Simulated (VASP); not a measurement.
Crystal: InP.

```xyz
2
Lattice="0.0000 2.8550 2.8550 2.8550 0.0000 2.8550 2.8550 2.8550 0.0000" Properties=species:S:1:pos:R:3 pbc="T T T"
In    0.0000    0.0000    0.0000
P     2.8550    2.8550    2.8550
```

Measurements of this composition are mostly on another form, of space group No. 216.

```yaml
Program: VASP 6.6.1
Task: relaxation of cell and atoms
Functional: PBEsol
Potentials_or_basis: VASP PAW PBE potentials, release 64 (In_d, P)
Cutoff: 600 eV
k_mesh: 12 × 12 × 12
Occupations: gaussian, width 0.1 eV
Spin: no spin polarisation
```

At the start: pressure -8.2 GPa; volume 23.27 Å³/atom.

Task: How do energy, volume and symmetry change on relaxing?

Result: Over 3 steps the energy falls by 86.2 meV/atom and the volume is 20.32 Å³/atom (-12.7 %); space group Fm-3m (No. 225, to 0.05 Å).

The path:
| step | energy change (eV) | largest force (eV/Å) | pressure (GPa) | volume (Å³) |
| --- | --- | --- | --- | --- |
| 1 | 0.0000 | 0.0000 | -8.20 | 46.54 |
| 2 | -0.1524 | 0.0000 | 3.96 | 38.97 |
| 3 | -0.1724 | 0.0000 | 0.01 | 40.65 |

Final structure:
```
In P
1.0
     0.00000    2.72900    2.72900
     2.72900    0.00000    2.72900
     2.72900    2.72900    0.00000
In P
1 1
Direct
  0.00000 0.00000 0.00000
  0.50000 0.50000 0.50000
```

Caveat: the PAW data sets were made with another functional, which shifts forces and pressure a little; the volume moved by -13 % from the deposited cell, more than functionals usually miss.
